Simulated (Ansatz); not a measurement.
Crystal: TiC.

```
Ti C
1.0
     0.00000    2.16572    2.16572
     2.16572    0.00000    2.16572
     2.16572    2.16572    0.00000
Ti C
1 1
Cartesian
  0.0000 0.0000 0.0000
  2.1657 2.1657 2.1657
```

The cell is a database's computed one.

| Quantity | Value |
| --- | --- |
| Program | Ansatz 0.2.0 |
| Task | relaxation of cell and atoms |
| Functional | PBEsol0 |
| Potentials or basis | Ansatz PAW |
| Cutoff | 420 eV (not typed: the program's choice for these potentials) |
| k mesh | 6 × 6 × 6 |
| Occupations | fermi-dirac, width 0.05 eV |
| Spin | no spin polarisation |

At the start: volume 10.16 Å³/atom.

How do energy, volume and symmetry change on relaxing?

It ends after 4 steps and the volume is 9.78 Å³/atom (-3.7 %); space group Fm-3m (No. 225, to 0.05 Å).

Step by step:
```tsv
step	energy change (eV)	largest force (eV/Å)	volume (Å³)
1	0.0000	0.0000	20.32
2	-0.0261	0.0000	19.59
3	-0.0262	0.0000	19.56
4	-0.0252	0.0000	19.56
```

Final structure:
```xyz
2
Lattice="0.0000 2.1384 2.1384 2.1384 0.0000 2.1384 2.1384 2.1384 0.0000" Properties=species:S:1:pos:R:3 pbc="T T T"
Ti    0.0000    0.0000    0.0000
C     2.1384    2.1384    2.1384
```

Caveat: the k mesh is coarse (spacing up to 0.42 Å⁻¹), so the values aren't converged, least of all with exact exchange; the plane-wave basis is chosen anew once the cell has moved, so the energies of steps on either side of that aren't comparable; the PAW data sets come from PBE, with cores solved anew for the run's functional, which leaves a small shift of forces and pressure.
